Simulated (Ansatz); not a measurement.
# NbC: LAPW beside PAW

Aim: solve NbC at one geometry with all-electron LAPW, PAW on the default files and datasets made for this crystal, and see where they agree.

Program: Ansatz 0.2.0. Level of theory: DFT PBE, scalar-relativistic. These are calculated values, not measurements.

## (1) The structure to begin with

Symmetry: Fm-3m, No. 225, cubic system. The conventional cell has a = 4.400 Å, b = 4.400 Å, c = 4.400 Å, α = 90.00°, β = 90.00°, γ = 90.00°. Around Nb (site symmetry m-3m) lie 6 C at 2.20 Å. C (site symmetry m-3m) has 6 Nb at 2.20 Å as nearest neighbours.

Structure file:

```cif
data_structure
_symmetry_space_group_name_H-M 'Fm-3m'
_symmetry_Int_Tables_number 225
_cell_length_a 4.4000
_cell_length_b 4.4000
_cell_length_c 4.4000
_cell_angle_alpha 90.000
_cell_angle_beta 90.000
_cell_angle_gamma 90.000
_cell_volume 85.18
loop_
_atom_site_label
_atom_site_type_symbol
_atom_site_symmetry_multiplicity
_atom_site_Wyckoff_symbol
_atom_site_fract_x
_atom_site_fract_y
_atom_site_fract_z
_atom_site_occupancy
Nb1 Nb 4 a 0.00000 0.00000 0.00000 1
C1 C 4 b 0.50000 0.00000 0.00000 1
```

The file gives the conventional cell by its symmetry; the runs use the cell typed in the input.

The cell comes from a crystallographic database entry that wasn't checked; take it as a given geometry, which may be far from equilibrium.

Atoms are numbered in the order of the input: Nb1, C2.

## (2) All-electron LAPW

Contents of input.yaml:

```yaml
crystal:
  lattice:
    - [0.0, 2.2, 2.2]
    - [2.2, 0.0, 2.2]
    - [2.2, 2.2, 0.0]
  atoms:
    - { symbol: Nb, position: [0.0, 0.0, 0.0] }
    - { symbol: C, position: [0.5, 0.5, 0.5] }
kpoints:
  mp_grid: { grid: [14, 14, 14] }
  band_path:
    path:
      - [0.0, 0.0, 0.0]
      - [0.5, 0.0, 0.5]
      - [0.625, 0.25, 0.625]
      - [0.375, 0.375, 0.75]
      - [0.0, 0.0, 0.0]
      - [0.5, 0.5, 0.5]
      - [0.5, 0.25, 0.75]
      - [0.5, 0.0, 0.5]
    npoints: 14
scf:
  occupations: { method: fermi_dirac, width: 0.08 }
hamiltonian:
  xc: pbe
  pseudopotentials: { kind: all_electron, lapw: { basis_error: 0.00025 } }
output:
  forces: true
  stress: true
  eigenvalues: true
  populations: true
  dos: { projected: true, de: 0.2, e_range: [-14, 8] }
```

The run is started by

```
$ ansatz run input.yaml --threads 1 --pin off --max-ram 3072MiB --backend cpu --events-out ev --progress --plain --runs-dir out
```

Standard output:

```text
Nb: projections on atomic orbitals take those of the free atom 1s2 2s2 2p6 3s2 3p6 3d10 4s2 4p6 4d4 5s1, of charge +0.00 (hamiltonian.pseudopotentials.projection_atoms)
C: projections on atomic orbitals take those of the free atom 1s2 2s2 2p2, of charge +0.00 (hamiltonian.pseudopotentials.projection_atoms)
LAPW: plane waves up to 9.519 Å⁻¹, error target 2.5e-4 eV per atom; small_component_spin mean_spin; C in spheres of 0.974 Å, 6 of its electrons in bands, Dirac shells []; Nb in spheres of 1.226 Å, 31 of its electrons in bands, Dirac shells []
Engine: ansatz 0.2.0
Pseudopotentials: kind: all_electron
Pseudopotential: Nb, LAPW, valence charge 31, Koelling and Harmon's equation, gaussian nucleus
Pseudopotential: C, LAPW, valence charge 6, Koelling and Harmon's equation, gaussian nucleus
Functional definition: PBE
  parameter kappa = 0.804
  parameter beta = 0.06672455060314922
  exchange = pbe_x(kappa = kappa, mu = beta*pi^2/3)
  correlation = pbe_c(beta = beta)
Crystal: 2 atoms, lattice volume = 21.296 Å³
Basis set: ecut = 345.2599187392331 eV, 331 PW (Γ), exchange–correlation at level 2
Bands: 23, of which v1, the nominal top of the filled ones, is band 19 counted from 1 (18 counted from 0)
Symmetry: 48 space group operations
Space group: Fm-3m (ITA 225), of the structure as read, at distance tolerance 2.8e-5 Å
k-points: 104 of 2744
Non-local potential: Nb, projectors of the file, none
Non-local potential: C, projectors of the file, none
Initial density: superposition of atomic densities (chi_scale 0.1, normalization cell, long waves kept (reshape's long-wave potential 0.00 eV rms))
Initial wavefunctions: plane waves of lowest kinetic energy (no species holds an atomic orbital)
Functional: x = pbe(κ = 0.804, μ = 0.2195149727645171), c = pbe(β = 0.06672455060314922)
iter 1 solved again at ethr=2.49e-2 eV; its pass at ethr=1.00e-1 eV (dr2=9.22e0 eV) is discarded
SCF iter   1: F=—  HF=-104987.288797 eV  |F-HF|=—  |Δ(HF+E_count)|=         —  Δρ=1.85e-1  dr2=9.21e0  ethr=2.49e-2  ⟨swp⟩=2.0  Hψ=15235  notcnv=0
preconditioner: auto → Kerker (q_TF=auto, 2.991 Å⁻¹)  [metal: Δε(μ)=0.039 eV  Ē_g=20.483 eV  σ=0.080 eV  W_gap=0.12  n_scr=14 (ndim 8)  ℏωp=31.2 eV  f_vac=0.000  D(μ)=0.73/eV (n_scr^D=8)]
iter 2 solved again at ethr=5.92e-4 eV; its pass at ethr=2.49e-2 eV (dr2=2.19e-1 eV) is discarded
SCF iter   2: F=—  HF=-104983.619155 eV  |F-HF|=—  |Δ(HF+E_count)|=    3.67e0  Δρ=3.21e-2  dr2=2.19e-1  ethr=5.92e-4  ⟨swp⟩=2.0  Hψ=26493  notcnv=0
automatic band count: the SCF goes on with 27 bands, as 23 were too few: the levels above may hold too much charge
SCF iter   3: F=—  HF=-104983.638007 eV  |F-HF|=—  |Δ(HF+E_count)|=         —  Δρ=3.65e-2  dr2=3.86e-1  ethr=5.92e-4  ⟨swp⟩=2.0  Hψ=8536  notcnv=0
the basis was enlarged: its passes take 245.8 KiB over the memory plan, 1 of 1 planned eigensolver slots
SCF iter   4: F=—  HF=-104983.616504 eV  |F-HF|=—  |Δ(HF+E_count)|=   2.15e-2  Δρ=5.81e-3  dr2=3.97e-3  ethr=5.92e-4  ⟨swp⟩=2.0  Hψ=7915  notcnv=0
SCF iter   5: F=—  HF=-104983.610278 eV  |F-HF|=—  |Δ(HF+E_count)|=   6.23e-3  Δρ=2.55e-3  dr2=1.16e-3  ethr=1.07e-5  ⟨swp⟩=2.0  Hψ=7798  notcnv=0
SCF iter   6: F=—  HF=-104983.610194 eV  |F-HF|=—  |Δ(HF+E_count)|=   8.42e-5  Δρ=1.13e-3  dr2=3.42e-4  ethr=3.15e-6  ⟨swp⟩=2.0  Hψ=7798  notcnv=0
SCF iter   7: F=—  HF=-104983.610131 eV  |F-HF|=—  |Δ(HF+E_count)|=   6.28e-5  Δρ=3.35e-4  dr2=2.17e-5  ethr=9.25e-7  ⟨swp⟩=2.0  Hψ=7794  notcnv=0
SCF iter   8: F=—  HF=-104983.610124 eV  |F-HF|=—  |Δ(HF+E_count)|=   7.81e-6  Δρ=6.68e-5  dr2=9.91e-7  ethr=5.86e-8  ⟨swp⟩=2.0  Hψ=7794  notcnv=0
SCF iter   9: F=—  HF=-104983.610123 eV  |F-HF|=—  |Δ(HF+E_count)|=   1.85e-7  Δρ=3.20e-5  dr2=2.63e-7  ethr=2.68e-9  ⟨swp⟩=2.0  Hψ=7794  notcnv=0
SCF iter  10: F=-104983.610123 eV  HF=-104983.610123 eV  |F-HF|=1.89e-10  |Δ(HF+E_count)|=   5.98e-8  Δρ=4.13e-6  dr2=3.25e-9  ethr=7.11e-10  ⟨swp⟩=2.0  Hψ=7794  notcnv=0
SCF 1 converged in 10 iterations: F = -104983.610123 eV  dr2 = 3.25e-9
NSCF: frozen V_eff on 99 k-points
SCF converged after 10 iterations
Free energy (F): -104983.610123 eV
Harris-Foulkes:  -104983.610123 eV  (|F-HF|=1.89e-10)
Internal energy: -104983.596186 eV  (E = F + TS)
E sigma→0 (E₀):  -104983.603155 eV
Entropy (-TS):   -0.013938 eV (-6.969 meV/atom)
Fermi energy:    21.754761 eV
--- Per-component energies (eV) ---
  E_band       = -4949.222410
  E_kinetic    = 108582.361134
  E_xc         = -3389.033509
  E_electrostatic = -210176.923810  (all electrons and nuclei)
  E_smearing   = -0.013938  (= −TS)
  E_closure    = 0.000000  (closes the sum)
  E_atoms      = -104963.180947  (free atoms, spherical and without spin; not in F)
  Σ components = -104983.610123   (vs F -104983.610123, Δ=0.00e0)
  Basis errors (estimates in eV, not in F): energy 8.9e-5 per atom: plane waves 8.0e-5 (4.6e-5 summed), levels above the bands 2.6e-93, relativity 1.8e-8, radial functions 8.6e-6, core shells 1.8e-13; eigenvalues (radial functions only) 4.9e-6; not estimated: angular momenta, meshes, grids; target (lapw.basis_error) 2.5e-4; muffin-tin radii C 0.974 Å, Nb 1.226 Å
--- Forces (eV/Å), atoms counted from 1 ---
  atom   1  Nb    -0.00000000    -0.00000000    -0.00000000
  atom   2  C      0.00000000    -0.00000000     0.00000000
  max |Σ_I F_I| component: 4.47e-30 eV/Å
--- Stress (GPa, compression-positive) ---
       19.472528      -0.000000      -0.000000
       -0.000000      19.472528      -0.000000
       -0.000000      -0.000000      19.472528
  P = ⅓ Tr σ = 19.4725 GPa (194.725 kbar)
--- Band table (eV; the first three rows and the last of 104) ---
  k-point 0: bands = ["-414.1710", "-322.0537", "-322.0537", "-322.0537", "-243.9609", "-171.6424", "-171.6424", "-171.6424", "-171.6399", "-171.6399", "-33.9405", "-9.6215", "-9.6215", "-9.6215", "8.0232", "20.3136", "20.3136", "20.3136", "21.4314", "21.4314", "21.4314", "22.1026", "22.1026", "29.9017", "31.6566", "44.7467", "44.7467"]
  k-point 1: bands = ["-414.1710", "-322.0537", "-322.0537", "-322.0537", "-243.9609", "-171.6424", "-171.6424", "-171.6424", "-171.6399", "-171.6399", "-33.9340", "-9.6747", "-9.6263", "-9.6263", "8.1622", "19.7101", "20.0455", "20.0455", "20.8191", "20.8191", "21.7835", "23.2559", "23.2559", "30.1367", "31.9932", "43.6589", "44.1377"]
  k-point 2: bands = ["-414.1710", "-322.0537", "-322.0537", "-322.0537", "-243.9609", "-171.6424", "-171.6424", "-171.6424", "-171.6399", "-171.6399", "-33.9157", "-9.8214", "-9.6396", "-9.6396", "8.5615", "18.6241", "19.0503", "19.0503", "21.0414", "21.0414", "22.2376", "24.8277", "24.8277", "30.7113", "32.8906", "41.8448", "42.5280"]
  k-point 103: bands = ["-414.1710", "-322.0537", "-322.0537", "-322.0537", "-243.9609", "-171.6424", "-171.6424", "-171.6424", "-171.6399", "-171.6399", "-33.7633", "-10.2910", "-10.1724", "-9.9805", "10.1387", "17.0069", "17.1424", "17.3049", "22.7476", "23.8776", "25.2124", "26.9964", "27.8063", "34.6945", "35.7069", "35.7514", "39.5527"]
--- Löwdin populations: 2 sites ---
  site symbol       q [e]
     0     Nb     40.3176
     1      C      6.6424
  spilling = 0.000851 (of n_electrons = 47.000000)
```

It took 58 s on 1 thread of Arm Neoverse N1, shared host; peak memory 0.5 GiB.

Read from it: pressure 19.47 GPa; no gap.

Levels at the path's labelled points, in eV from the Fermi level:

| point | band 16 | band 17 | band 18 | band 19 | band 20 | band 21 | band 22 |
| --- | --- | --- | --- | --- | --- | --- | --- |
| Γ | -1.44 | -1.44 | -1.44 | -0.32 | -0.32 | -0.32 | 0.35 |
| X | -4.49 | -3.89 | -1.37 | -1.37 | 2.11 | 3.45 | 3.45 |
| U | -5.39 | -4.32 | -3.69 | -0.37 | 2.63 | 3.62 | 5.89 |
| K | -5.39 | -4.32 | -3.69 | -0.37 | 2.63 | 3.62 | 5.89 |
| Γ | -1.44 | -1.44 | -1.44 | -0.32 | -0.32 | -0.32 | 0.35 |
| L | -7.89 | -5.43 | -5.43 | 2.26 | 2.26 | 3.79 | 5.85 |
| W | -4.89 | -4.55 | -4.55 | 1.58 | 1.58 | 3.46 | 5.53 |
| X | -4.49 | -3.89 | -1.37 | -1.37 | 2.11 | 3.45 | 3.45 |

States per cell in windows of 1 eV (zero at the Fermi level; grid of 0.20 eV, so sharp peaks spill over the borders):

| from | to | total | Nb 4d | C 2p |
| --- | --- | --- | --- | --- |
| -10 | -9 | 0.02 | 0.00 | 0.00 |
| -9 | -8 | 0.00 | 0.00 | 0.00 |
| -8 | -7 | 0.12 | 0.05 | 0.05 |
| -7 | -6 | 0.68 | 0.29 | 0.31 |
| -6 | -5 | 0.98 | 0.41 | 0.48 |
| -5 | -4 | 2.90 | 1.42 | 1.34 |
| -4 | -3 | 0.88 | 0.44 | 0.41 |
| -3 | -2 | 0.38 | 0.17 | 0.20 |
| -2 | -1 | 0.37 | 0.18 | 0.17 |
| -1 | 0 | 0.62 | 0.40 | 0.20 |
| 0 | 1 | 0.79 | 0.58 | 0.18 |
| 1 | 2 | 1.07 | 0.82 | 0.19 |
| 2 | 3 | 1.71 | 1.39 | 0.25 |
| 3 | 4 | 1.93 | 1.37 | 0.47 |
| 4 | 5 | 0.51 | 0.28 | 0.16 |

(Part 1 of 2 ends here.)
